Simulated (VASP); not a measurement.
# Ta3N (P-3m1) in VASP: further runs

Aim: see how the results for Ta3N move with the level of theory and the settings. Levels: PBE, PBEsol. Tasks: equation of state.

All numbers are computed with VASP 6.6.1; they aren't measurements. Logs are shortened: lines on timing, memory, paths and dates and some standing lists are left out, and cuts for length are marked.

## 1. The structure

The structure is trigonal, space group P-3m1 (No. 164). The conventional cell has a = 3.032 Å, b = 3.032 Å, c = 7.524 Å, α = 90.00°, β = 90.00°, γ = 120.00°. Around Ta (site symmetry 3m) lie 3 N at 2.19 Å. Around Ta (site symmetry -3m) lie 12 Ta at 3.01 to 3.03 Å. N (site symmetry -3m) is surrounded by 6 Ta at 2.19 Å.

The cell comes from a database or a generator and needn't be the stable form of this composition.

## 2. Equation of state, PBE, 14.08 Å³/atom (volume scaled by 0.94)

Contents of INCAR:

```
  ALGO = Normal
  EDIFF = 1E-7
  ENCUT = 520
  GGA = PE
  ISIF = 2
  ISMEAR = -1
  LASPH = True
  LCHARG = False
  LREAL = False
  LWAVE = False
  NBANDS = 27
  NELM = 80
  PREC = Accurate
  SIGMA = 0.05
```

Contents of KPOINTS:

```
k-points
0
Gamma
  10 10 4
```

Contents of POSCAR:

```
Ta3N
1.0
    2.9703244971      0.0000000000      0.0000000000
   -1.4851622486      2.5723764720      0.0000000000
    0.0000000000      0.0000000000      7.3705400853
Ta N
3 1
Direct
    0.6666666667      0.3333333333      0.8260700000
    0.3333333333      0.6666666667      0.1739300000
    0.0000000000      0.0000000000      0.5000000000
    0.0000000000      0.0000000000      0.0000000000
```

Potentials or basis: VASP PAW PBE potentials, release 64 (Ta_pv, N).

Launch:

```
$ cat potpaw_PBE.64/Ta_pv/POTCAR potpaw_PBE.64/N/POTCAR > POTCAR
$ mpirun -np 1 vasp_std > vasp.out
```

OUTCAR:

```text
EDIFF = 1E-7
   ENCUT = 520
   GGA = PE
   ISIF = 2
   ISMEAR = -1
   LASPH = True
   LREAL = False
   NELM = 80
   PREC = Accurate

 Found     50 irreducible k-points:

 Following reciprocal coordinates:
            Coordinates               Weight
  0.000000  0.000000  0.000000      1.000000
  0.100000  0.000000  0.000000      6.000000
  0.200000  0.000000  0.000000      6.000000
  0.300000  0.000000  0.000000      6.000000
  0.400000  0.000000  0.000000      6.000000
  0.500000  0.000000  0.000000      3.000000
   k-points           NKPTS =     50   k-points in BZ     NKDIM =     50   number of bands    NBANDS=     27
   number of dos      NEDOS =    301   number of ions     NIONS =      4
   total plane-waves  NPLWV =  32256
   dimension x,y,z NGX =    24 NGY =   24 NGZ =   56
   dimension x,y,z NGXF=    48 NGYF=   48 NGZF=  112
   ions per type =               3   1
   NGX,Y,Z   is equivalent  to a cutoff of  13.43, 13.43, 12.63 a.u.
   NGXF,Y,Z  is equivalent  to a cutoff of  26.87, 26.87, 25.26 a.u.
 SYSTEM =  unknown system
   PREC   = accura    normal or accurate (medium, high low for compatibility)
   ISTART =      0    job   : 0-new  1-cont  2-samecut
   ICHARG =      2    charge: 1-file 2-atom 10-const
   ISPIN  =      1    spin polarized calculation?
   LNONCOLLINEAR =      F non collinear calculations
   LSORBIT =      F    spin-orbit coupling
   LASPH  =      T    aspherical Exc in radial PAW
   ENCUT  =  520.0 eV  38.22 Ry    6.18 a.u.   5.52  5.52 13.70*2*pi/ulx,y,z
   NELM   =     80;   NELMIN=  2; NELMDL= -5     # of ELM steps
   EDIFF  = 0.1E-06   stopping-criterion for ELM
   LREAL  =      F    real-space projection
   EDIFFG = 0.1E-05   stopping-criterion for IOM
   NSW    =      0    number of steps for IOM
   IBRION =     -1    ionic relax: 0-MD 1-quasi-New 2-CG
   NFREE  =      0    steps in history (QN), initial steepest desc. (CG)
   ISIF   =      2    stress and relaxation
   ISYM   =      2    0-nonsym 1-usesym 2-fastsym
   POTIM  = 0.5000    time-step for ionic-motion
   TEBEG  =    0.0;   TEEND  =   0.0 temperature during run
   PSTRESS=    0.0 pullay stress
   NELECT =      38.0000    total number of electrons
   NUPDOWN=      -1.0000    fix difference up-down
   EMIN   =  10.00;   EMAX   =-10.00  energy-range for DOS
   EFERMI =   0.00;   METHOD = LEGACY
   ISMEAR =    -1;   SIGMA  =   0.05  broadening in eV -4-tet -1-fermi 0-gaus
   EFERMI_NEDOS =   21; number of points for ismear=-14 and -15
   IALGO  =     38    algorithm
   IMIX   =      4    mixing-type and parameters
     AMIX     =   0.40;   BMIX     =  1.00
     AMIX_MAG =   1.60;   BMIX_MAG =  1.00
  volume/ion in A,a.u.               =      14.08        95.01
  Fermi-wavevector in a.u.,A,eV,Ry     =   1.435898  2.713453 28.052516  2.061802
  Thomas-Fermi vector in A             =   2.555145
   LORBIT       =      0    0 simple, 1 ext, 2 COOP (PROOUT), +10 PAW based schemes
   GGA     = PE    functional components
   LHFCALC =     F    Hartree Fock is set to
   AEXX    =    0.0000 exact exchange contribution
   IVDW    =     0    specifies the selected vdW correction
   LEPSILON=     F    determine dielectric tensor
   LRPA    =     F    only Hartree local field effects (RPA)
 non-spin polarized calculation
  energy-cutoff  :      520.00
  volume of cell :       56.32
 maximum number of plane-waves:      1545
 NGX is ok and might be reduce to    24
   NGX = 11   NGY = 11   NGZ = 27

 number of electron      37.9999999 magnetization

 Free energy of the ion-electron system (eV)
  ---------------------------------------------------
  ext. energy  EPLUGINS =         0.00000000
  ---------------------------------------------------
  free energy    TOTEN  =       -45.45141385 eV

  energy without entropy =      -45.42697488  energy(sigma->0) =      -45.43919437

 E-fermi :   7.2144     XC(G=0): -13.0113

 val. band max:        7.2121327030   @ k =   0.2000   0.0000   0.2500
 cond. band min:       7.2144731907   @ k =   0.2000   0.2000   0.0000
 fundamental gap:      0.0023404877
 Fermi energy:         7.2143591979

 k-point     1 :       0.0000    0.0000    0.0000
  band No.  band energies     occupation
      1     -27.9588      2.00000
      2     -27.6078      2.00000
      3     -27.1675      2.00000
      4     -27.1675      2.00000
      5     -27.1328      2.00000
      6     -27.1328      2.00000
      7     -26.6895      2.00000
      8     -26.4853      2.00000
      9     -26.4853      2.00000
     10     -10.2096      2.00000
     11      -1.6747      2.00000
     12       0.3021      2.00000
     13       1.4681      2.00000
     14       1.4681      2.00000
     15       3.4843      2.00000
     16       5.8830      2.00000
     17       6.6700      1.99996
     18       6.6700      1.99996
     19       6.8502      1.99863
     20       7.4712      0.01170
     21       7.4712      0.01170
     22       8.1905      0.00000
     23       9.1982      0.00000
     24       9.1982      0.00000
     25       9.6649      0.00000
     26       9.6649      0.00000
     27      10.9133      0.00000

 k-point     2 :       0.1000    0.0000    0.0000
  band No.  band energies     occupation
      1     -27.9401      2.00000
      2     -27.5969      2.00000
      3     -27.2581      2.00000
      4     -27.2143      2.00000
      5     -27.1960      2.00000
      6     -27.1454      2.00000
      7     -26.6898      2.00000
      8     -26.5641      2.00000
      9     -26.5033      2.00000
     10     -10.1032      2.00000
     11      -1.3826      2.00000
     12       0.2747      2.00000
     13       1.4527      2.00000
     14       1.4794      2.00000
     15       3.7419      2.00000
     16       5.3360      2.00000
     17       6.1362      2.00000
     18       6.9396      1.99182
     19       6.9627      1.98704
     20       7.0370      1.94399
     21       7.6973      0.00013
     22       8.4378      0.00000
     23       8.6385      0.00000
     24       9.1086      0.00000
     25       9.8477      0.00000
     26      10.1427      0.00000
     27      11.4084      0.00000

 k-point     3 :       0.2000    0.0000    0.0000
  band No.  band energies     occupation
      1     -27.9013      2.00000
      2     -27.6183      2.00000
      3     -27.4432      2.00000
      4     -27.4054      2.00000
      5     -27.2630      2.00000
      6     -27.1849      2.00000
      7     -26.7617      2.00000
      8     -26.6960      2.00000
      9     -26.5500      2.00000
     10      -9.8511      2.00000
     11      -0.7290      2.00000
     12      -0.0866      2.00000
     13       1.4654      2.00000
     14       1.9147      2.00000
     15       4.0567      2.00000
     16       4.5528      2.00000
     17       5.4661      2.00000
     18       6.2287      2.00000
     19       7.1596      1.49843
     20       7.5589      0.00203
     21       8.0037      0.00000
     22       8.4014      0.00000
     23       8.6059      0.00000
     24       9.4058      0.00000
     25       9.9207      0.00000
     26      10.9276      0.00000
     27      11.9543      0.00000

 k-point     4 :       0.3000    0.0000    0.0000
  band No.  band energies     occupation
      1     -27.9251      2.00000
      2     -27.8182      2.00000
      3     -27.6187      2.00000
      4     -27.4333      2.00000
      5     -27.3400      2.00000
      6     -27.2379      2.00000
      7     -26.9805      2.00000
      8     -26.7126      2.00000
      9     -26.6073      2.00000
     10      -9.5938      2.00000
     11      -0.8595      2.00000
     12       0.1333      2.00000
     13       1.3765      2.00000
     14       2.5400      2.00000
     15       3.6067      2.00000
     16       4.1760      2.00000
     17       5.5746      2.00000
     18       6.0821      2.00000
     19       7.0267      1.95415
     20       7.7400      0.00005
     21       7.9969      0.00000
     22       9.4467      0.00000
     23       9.5446      0.00000
     24       9.9556      0.00000
     25      10.9090      0.00000
     26      11.5835      0.00000
     27      12.1565      0.00000

 k-point     5 :       0.4000    0.0000    0.0000
  band No.  band energies     occupation
      1     -28.0751      2.00000
      2     -27.9986      2.00000
      3     -27.6674      2.00000
      4     -27.4019      2.00000
      5     -27.3999      2.00000
      6     -27.2820      2.00000
      7     -27.1258      2.00000
      8     -26.7314      2.00000
      9     -26.6532      2.00000
     10      -9.4298      2.00000
     11      -1.2398      2.00000
     12       0.3138      2.00000
     13       1.2641      2.00000
     14       2.7521      2.00000
     15       3.2618      2.00000
     16       3.9720      2.00000
     17       5.6850      2.00000
     18       6.6430      1.99998
     19       7.4324      0.02520
     20       7.8016      0.00002
     21       7.9811      0.00000
     22      10.3798      0.00000
     23      10.9934      0.00000
     24      11.3477      0.00000
     25      11.9708      0.00000
     26      12.2205      0.00000
     27      12.6402      0.00000

 k-point     6 :       0.5000    0.0000    0.0000
  band No.  band energies     occupation
      1     -28.1490      2.00000
      2     -28.0688      2.00000
      3     -27.6763      2.00000
      4     -27.4223      2.00000
      5     -27.3867      2.00000
      6     -27.2990      2.00000
      7     -27.1697      2.00000
      8     -26.7399      2.00000
      9     -26.6706      2.00000
     10      -9.3775      2.00000
     11      -1.3773      2.00000
     12       0.3104      2.00000
     13       1.2145      2.00000
     14       2.6773      2.00000
     15       3.1947      2.00000
     16       3.8944      2.00000
     17       6.0574      2.00000
     18       6.6709      1.99996
     19       7.4152      0.03537
     20       7.9198      0.00000
     21       8.2642      0.00000
     22      10.9721      0.00000
     23      11.5852      0.00000
     24      11.9423      0.00000
     25      12.5941      0.00000
     26      12.7225      0.00000
     27      13.0872      0.00000

 [... further k-points ...]

------------------------ aborting loop because EDIFF is reached ----------------------------------------

  FORCE on cell =-STRESS in cart. coord.  units (eV):
  Direction    XX          YY          ZZ          XY          YZ          ZX
  --------------------------------------------------------------------------------------
  -------------------------------------------------------------------------------------
  Total        5.7593304      5.7593304      6.3327921     -0.0000000      0.0000000     -0.0000000
  in kB      163.8493921    163.8493921    180.1640241     -0.0000000      0.0000000     -0.0000000
  external PRESSURE =     169.2876027 kB  Pullay stress =       0.0000000 kB

 VOLUME and BASIS-vectors are now :
 -----------------------------------------------------------------------------
  energy-cutoff  :      520.00
  volume of cell :       56.32
      direct lattice vectors                 reciprocal lattice vectors
     2.970324497  0.000000000  0.000000000     0.336663553  0.194372793  0.000000000
    -1.485162249  2.572376472  0.000000000     0.000000000  0.388745586  0.000000000
     0.000000000  0.000000000  7.370540085     0.000000000  0.000000000  0.135675268

 POSITION                                       TOTAL-FORCE (eV/Angst)
 -----------------------------------------------------------------------------------
      1.48516      0.85746      6.08858         0.000000      0.000000     -0.347506
     -0.00000      1.71492      1.28196        -0.000000     -0.000000      0.347506
      0.00000      0.00000      3.68527         0.000000      0.000000      0.000000
      0.00000      0.00000      0.00000         0.000000      0.000000      0.000000
 -----------------------------------------------------------------------------------
    total drift:                                0.000000     -0.000000      0.000000

  FREE ENERGIE OF THE ION-ELECTRON SYSTEM (eV)
  ---------------------------------------------------
  free  energy   TOTEN  =       -45.4514138508 eV

  energy  without entropy=      -45.4269748812  energy(sigma->0) =      -45.43919437
```

Wall time 46 s (1 thread of AMD EPYC 9R45 (Zen 5), shared host); peak memory 0.18 GiB.

Results:

| Quantity | Value |
| --- | --- |
| Free energy | -45.4514 eV |
| Pressure | 16.9 GPa |
| Largest force | 0.348 eV/Å |
| Band gap on the k mesh | none (metal or under the smearing width) |

## 3. Equation of state, PBE, 14.38 Å³/atom (volume scaled by 0.96)

Contents of INCAR:

```
SYSTEM = Ta3N
PREC = Accurate
ENCUT = 520
EDIFF = 1E-7
ISMEAR = -1
SIGMA = 0.05
LREAL = .False.
LASPH = .True.
NELM = 80
ALGO = Normal
ISIF = 2
LWAVE = .False.
LCHARG = .False.
GGA = PE
NBANDS = 27
```

Contents of KPOINTS:

```
Automatic mesh
0
Gamma
  10 10 4
  0 0 0
```

Contents of POSCAR:

```
Ta3N
1.0
    2.9912429644      0.0000000000      0.0000000000
   -1.4956214823      2.5904923961      0.0000000000
    0.0000000000      0.0000000000      7.4224470073
Ta N
3 1
Direct
    0.6666666667      0.3333333333      0.8260700000
    0.3333333333      0.6666666667      0.1739300000
    0.0000000000      0.0000000000      0.5000000000
    0.0000000000      0.0000000000      0.0000000000
```

Potentials or basis: VASP PAW PBE potentials, release 64 (Ta_pv, N).

Launch:

```
$ cat potpaw_PBE.64/Ta_pv/POTCAR potpaw_PBE.64/N/POTCAR > POTCAR
$ mpirun -np 1 vasp_std > vasp.out
```

Wall time 47 s (1 thread of AMD EPYC 9R45 (Zen 5), shared host); peak memory 0.18 GiB.

The run converged. Its results:

- Free energy: -45.5543 eV
- Pressure: 10.5 GPa
- Largest force: 0.189 eV/Å
- Band gap on the k mesh: none (metal or under the smearing width)

## 4. Equation of state, PBE, 14.68 Å³/atom (volume scaled by 0.98)

Contents of INCAR:

```
SYSTEM = Ta3N
  PREC = Accurate
  ENCUT = 520
  EDIFF = 1E-7
  ISMEAR = -1
  SIGMA = 0.05
  LREAL = .FALSE.
  LASPH = .TRUE.
  NELM = 60
  ALGO = Normal
  ISIF = 2
  LWAVE = .FALSE.
  LCHARG = .FALSE.
  GGA = PE
  NBANDS = 27
```

Contents of KPOINTS:

```
regular mesh
0
G
  10 10 4
  0 0 0
```

Contents of POSCAR:

```
Ta3N
1.0
    3.0118728781      0.0000000000      0.0000000000
   -1.5059364391      2.6083584255      0.0000000000
    0.0000000000      0.0000000000      7.4736379147
Ta N
3 1
Direct
    0.6666666667      0.3333333333      0.8260700000
    0.3333333333      0.6666666667      0.1739300000
    0.0000000000      0.0000000000      0.5000000000
    0.0000000000      0.0000000000      0.0000000000
```

Launch:

```
$ cat potpaw_PBE.64/Ta_pv/POTCAR potpaw_PBE.64/N/POTCAR > POTCAR
$ mpirun -np 1 vasp_std > vasp.out
```

Wall time 50 s (1 thread of AMD EPYC 9R45 (Zen 5), shared host); peak memory 0.18 GiB.

The run converged. Its results:

```yaml
Free_energy: -45.6117 eV
Pressure: 4.8 GPa
Largest_force: 0.045 eV/Å
Band_gap_on_the_k_mesh: none (metal or under the smearing width)
```

## 5. Equation of state, PBE, 15.28 Å³/atom (volume scaled by 1.02)

Contents of INCAR:

```
  PREC = Accurate
  ENCUT = 520
  EDIFF = 1E-7
  ISMEAR = -1
  SIGMA = 0.05
  LREAL = False
  LASPH = True
  NELM = 100
  ALGO = Normal
  ISIF = 2
  LWAVE = False
  LCHARG = False
  GGA = PE
  NBANDS = 27
```

Contents of KPOINTS:

```
Automatic mesh
0
Gamma
  10 10 4
```

Contents of POSCAR:

```
Ta3N
1.0
    3.0523055267      0.0000000000      0.0000000000
   -1.5261527634      2.6433741262      0.0000000000
    0.0000000000      0.0000000000      7.5739671740
Ta N
3 1
Direct
    0.6666666667      0.3333333333      0.8260700000
    0.3333333333      0.6666666667      0.1739300000
    0.0000000000      0.0000000000      0.5000000000
    0.0000000000      0.0000000000      0.0000000000
```

Launch:

```
$ cat potpaw_PBE.64/Ta_pv/POTCAR potpaw_PBE.64/N/POTCAR > POTCAR
$ mpirun -np 1 vasp_std > vasp.out
```

Run time: 54 s. Hardware: 1 thread of AMD EPYC 9R45 (Zen 5), shared host; peak memory 0.18 GiB.

It converged, with:

```yaml
Free_energy: -45.6074 eV
Pressure: -5.1 GPa
Largest_force: 0.201 eV/Å
Band_gap_on_the_k_mesh: none (metal or under the smearing width)
```

## 6. Equation of state, PBE, 15.58 Å³/atom (volume scaled by 1.04)

Contents of INCAR:

```
ALGO     = Normal         # electronic algorithm
EDIFF    = 1E-7           # SCF threshold, eV
ENCUT    = 520            # plane-wave cutoff, eV
GGA      = PE             # functional
ISIF     = 2              # what is computed and relaxed
ISMEAR   = -1             # smearing method
LASPH    = T              # aspherical terms in the spheres
LCHARG   = F              # write CHGCAR
LREAL    = F              # projectors in reciprocal space
LWAVE    = F              # write WAVECAR
NBANDS   = 27             # bands
NELM     = 80             # most SCF steps
PREC     = Accurate       # precision mode
SIGMA    = 0.05           # smearing width, eV
```

Contents of KPOINTS:

```
k-points
0
Gamma
  10 10 4
```

Contents of POSCAR:

```
Ta3N
1.0
    3.0721262478      0.0000000000      0.0000000000
   -1.5360631240      2.6605393743      0.0000000000
    0.0000000000      0.0000000000      7.6231501572
Ta N
3 1
Direct
    0.6666666667      0.3333333333      0.8260700000
    0.3333333333      0.6666666667      0.1739300000
    0.0000000000      0.0000000000      0.5000000000
    0.0000000000      0.0000000000      0.0000000000
```

Potentials or basis: VASP PAW PBE potentials, release 64 (Ta_pv, N).

Launch:

```
$ cat potpaw_PBE.64/Ta_pv/POTCAR potpaw_PBE.64/N/POTCAR > POTCAR
$ mpirun -np 1 vasp_std > vasp.out
```

Run time: 53 s. Hardware: 1 thread of AMD EPYC 9R45 (Zen 5), shared host; peak memory 0.19 GiB.

It converged, with:

| Item | Value |
| --- | --- |
| Free energy | -45.5534 eV |
| Pressure | -9.4 GPa |
| Largest force | 0.307 eV/Å |
| Band gap on the k mesh | none (metal or under the smearing width) |

## 7. Equation of state, PBE, 15.88 Å³/atom (volume scaled by 1.06)

Contents of INCAR:

```
SYSTEM = Ta3N
  PREC = Accurate
  ENCUT = 520
  EDIFF = 1E-7
  ISMEAR = -1
  SIGMA = 0.05
  LREAL = .FALSE.
  LASPH = .TRUE.
  NELM = 80
  ALGO = Normal
  ISIF = 2
  LWAVE = .FALSE.
  LCHARG = .FALSE.
  GGA = PE
  NBANDS = 27
```

Contents of KPOINTS:

```
regular mesh
0
G
  10 10 4
  0 0 0
```

Contents of POSCAR:

```
Ta3N
1.0
    3.0916944585      0.0000000000      0.0000000000
   -1.5458472293      2.6774859418      0.0000000000
    0.0000000000      0.0000000000      7.6717065629
Ta N
3 1
Direct
    0.6666666667      0.3333333333      0.8260700000
    0.3333333333      0.6666666667      0.1739300000
    0.0000000000      0.0000000000      0.5000000000
    0.0000000000      0.0000000000      0.0000000000
```

Launch:

```
$ cat potpaw_PBE.64/Ta_pv/POTCAR potpaw_PBE.64/N/POTCAR > POTCAR
$ mpirun -np 1 vasp_std > vasp.out
```

Wall time 55 s (1 thread of AMD EPYC 9R45 (Zen 5), shared host); peak memory 0.18 GiB.

It converged, with:

| Item | Value |
| --- | --- |
| Free energy | -45.4693 eV |
| Pressure | -13.2 GPa |
| Largest force | 0.402 eV/Å |
| Band gap on the k mesh | none (metal or under the smearing width) |

## 8. Equation of state, PBE

Potentials or basis: VASP PAW PBE potentials, release 64 (Ta_pv, N).

No new run: the results of the series are fitted here.

What came out:

```yaml
Equilibrium_volume: 14.96 Å³/atom
Bulk_modulus_at_fixed_shape_and_positions: 249 GPa
Pressure_derivative_of_the_bulk_modulus: 4.1
```

Energy against volume, from the lowest point:
| volume (Å³/atom) | energy (meV/atom) |
| --- | --- |
| 14.079 | 44.16 |
| 14.379 | 18.44 |
| 14.678 | 4.10 |
| 14.978 | 0.00 |
| 15.277 | 5.16 |
| 15.577 | 18.66 |
| 15.877 | 39.68 |

Caveat: the cell was scaled at fixed shape and fractional positions, which overstates the stiffness of a crystal with free parameters, most of all of layers and chains.

[end of part 1 of 2]
